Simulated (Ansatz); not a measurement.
PbSe: frozen-core PAW against all-electron methods

```
Pb Se
1.0
     0.00000    3.10796    3.10796
     3.10796    0.00000    3.10796
     3.10796    3.10796    0.00000
Pb Se
1 1
Direct
  0.00000 0.00000 0.00000
  0.50000 0.50000 0.50000
```

Atoms are numbered in the order listed.

The structure comes from a relaxation in the same program, started in the rocksalt type, and has space group Fm-3m. Whether it is a known phase or the ground state wasn't checked.

No spin–orbit coupling, which matters for the heavy atoms here.

Levels of theory: DFT, PBE, PAW with Ansatz's default frozen-core files, scalar-relativistic (Ansatz 0.2.0); DFT, PBE, all-electron PAW with datasets made for the crystal, scalar-relativistic (Ansatz 0.2.0); DFT, PBE, all-electron LAPW, scalar-relativistic (Ansatz 0.2.0).

For PAW: a Γ-centred 10×10×10 k mesh, Fermi–Dirac smearing of 0.03 eV, cutoff 420 eV, no spin polarisation. The crystal-made all-electron datasets (AE datasets) take a cutoff of 240 eV at this cell. LAPW targets a basis error of 0.5 meV/atom. The Ansatz runs share mesh, smearing and spin set-up. Plane-wave (PAW) pressures include the program's estimate of the Pulay term.

Stress and pressure are positive in compression.

Levels count from the top of the valence band.

| quantity | PAW | AE datasets | LAPW |
| --- | --- | --- | --- |
| pressure (GPa) | 0.05 | 0.05 | 0.05 |
| band gap (eV) | 0.430 | 0.429 | 0.429 |
| highest filled level at Γ (eV) | -1.646 | -1.647 | -1.647 |
| lowest empty level at Γ (eV) | 4.638 | 4.637 | 4.637 |
| highest filled level at X (eV) | -2.924 | -2.925 | -2.925 |
| lowest empty level at X (eV) | 3.918 | 3.916 | 3.916 |
| highest filled level at W (eV) | -0.677 | -0.678 | -0.678 |
| lowest empty level at W (eV) | 1.953 | 1.952 | 1.952 |

PAW's pressure differs from the LAPW value by about 0.01 GPa or less.
